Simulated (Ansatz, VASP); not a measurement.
One calculation of Pt, two programs

Contents of POSCAR:

```
Pt
1.0
    0.0000000000      1.9896018377      1.9896018377
    1.9896018377      0.0000000000      1.9896018377
    1.9896018377      1.9896018377      0.0000000000
Pt
1
Direct
    0.0000000000      0.0000000000      0.0000000000
```

Contents of INCAR.step1:

```
ALGO     = Normal         # electronic algorithm
EDIFF    = 1E-4           # SCF threshold, eV
ENCUT    = 520            # plane-wave cutoff, eV
GGA      = PE             # functional
ISMEAR   = 0              # smearing method
LASPH    = T              # aspherical terms in the spheres
LCHARG   = F              # write CHGCAR
LREAL    = F              # projectors in reciprocal space
LWAVE    = T              # write WAVECAR
NBANDS   = 11             # bands
NELM     = 60             # most SCF steps
PREC     = Accurate       # precision mode
SIGMA    = 0.1            # smearing width, eV
```

INCAR.step2

```
ALGO     = Normal         # electronic algorithm
EDIFF    = 1E-6           # SCF threshold, eV
ENCUT    = 520            # plane-wave cutoff, eV
ISIF     = 2              # what is computed and relaxed
ISMEAR   = 0              # smearing method
ISTART   = 1            
LASPH    = T              # aspherical terms in the spheres
LCHARG   = F              # write CHGCAR
LMIXTAU  = T            
LREAL    = F              # projectors in reciprocal space
LWAVE    = F              # write WAVECAR
METAGGA  = R2SCAN         # meta-GGA
NBANDS   = 11             # bands
NELM     = 60             # most SCF steps
PREC     = Accurate       # precision mode
SIGMA    = 0.1            # smearing width, eV
```

Contents of KPOINTS:

```
k-points
0
Gamma
  18 18 18
```

Input for Ansatz:

```yaml
crystal:
  lattice:
    - [0.0, 1.9896018375, 1.9896018375]
    - [1.9896018375, 0.0, 1.9896018375]
    - [1.9896018375, 1.9896018375, 0.0]
  atoms:
    - { symbol: Pt, position: [0.0, 0.0, 0.0] }
basis:
  ecutwfc: 500
kpoints:
  mp_grid: { grid: [18, 18, 18] }
hamiltonian:
  xc: r2scan
scf:
  occupations: { method: gaussian, width: 0.1 }
output:
  forces: true
  stress: true
  eigenvalues: true
```

Alike in both runs: task single point; functional r2SCAN; k mesh 18 × 18 × 18; occupations gaussian, width 0.1 eV; no spin polarisation.

|  | VASP | Ansatz |
| --- | --- | --- |
| version | VASP 6.6.1 | Ansatz 0.2.0 |
| potentials or method | VASP PAW PBE potentials, release 64 (Pt) | scalar-relativistic, plane waves, PAW |
| plane-wave cutoff (eV) | 520 | 500 |
| valence electrons in the cell | 10 | 18 |

|  | VASP | Ansatz | Ansatz less VASP |
| --- | --- | --- | --- |
| gap on the k mesh at the Fermi level (eV) | none | none | - |
| pressure (GPa) | -6.8 | -7.4 | -0.56 |

A gap of «none» marks a metal or a gap that the smearing closes. The two sets of potentials don't hold the same shells in valence.

Caveats: the PAW data sets were made with another functional, which shifts forces and pressure a little (VASP). Spin-orbit coupling is left out, which matters for the levels of Pt.
